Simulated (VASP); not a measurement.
Input of a VASP 6.6.1 run:

File INCAR:

```
ALGO = Normal
DIPOL = 0.5 0.5 0.500
EDIFF = 1E-6
ENCUT = 520
GGA = PE
IDIPOL = 3
ISIF = 2
ISMEAR = 0
LASPH = True
LCHARG = False
LDIPOL = True
LREAL = False
LWAVE = False
NBANDS = 14
NELM = 100
PREC = Accurate
SIGMA = 0.1
```

Contents of KPOINTS:

```
k-points
0
Gamma
  4 4 1
```

File POSCAR:

```
P
1.0
    5.1586040000      0.0000000000      0.0000000000
   -1.2314870000      5.0094540000      0.0000000000
    0.0000000000      0.0000000000     14.0000000000
P
3
Direct
    0.8013841800      0.8013841800      0.5000000000
    0.1986158200      0.1986158200      0.5000000000
    0.5000000000      0.5000000000      0.5000000000
```

Potentials or basis: VASP PAW PBE potentials, release 64 (P).

Launch:

```console
$ cat potpaw_PBE.64/P/POTCAR > POTCAR
$ mpirun -np 1 vasp_std > vasp.out
```

(1) What does it give for the largest force?

(2) Estimate the band gap on the k mesh.

Results:

(1) 1.747 eV/Å.

(2) none (metal or under the smearing width).
